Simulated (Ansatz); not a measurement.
The system is Na.

```
CELL_PARAMETERS angstrom
-2.14100 2.14100 2.14100
2.14100 -2.14100 2.14100
2.14100 2.14100 -2.14100
ATOMIC_POSITIONS crystal
Na 0.00000 0.00000 0.00000
```

Base run:

- Program: Ansatz 0.2.0
- Functional: RPBE
- Potentials or basis: Ansatz PAW
- Cutoff: 420 eV (not typed: the program's choice for these potentials)
- k mesh: 9 × 9 × 9
- Occupations: gaussian, width 0.02 eV
- Spin: no spin polarisation

Its results: band gap on the k mesh none (metal or under the smearing width); pressure 0.0 GPa.

Problem. The run is repeated on the same cell with these changes: functional from RPBE to LDA; occupations from gaussian, width 0.02 eV to gaussian, width 0.05 eV. What comes out?

Solution. Band gap on the k mesh none (metal or under the smearing width); pressure -1.1 GPa.

Caveats: the PAW data sets come from PBE, with cores solved anew for the run's functional, which leaves a small shift of forces and pressure.
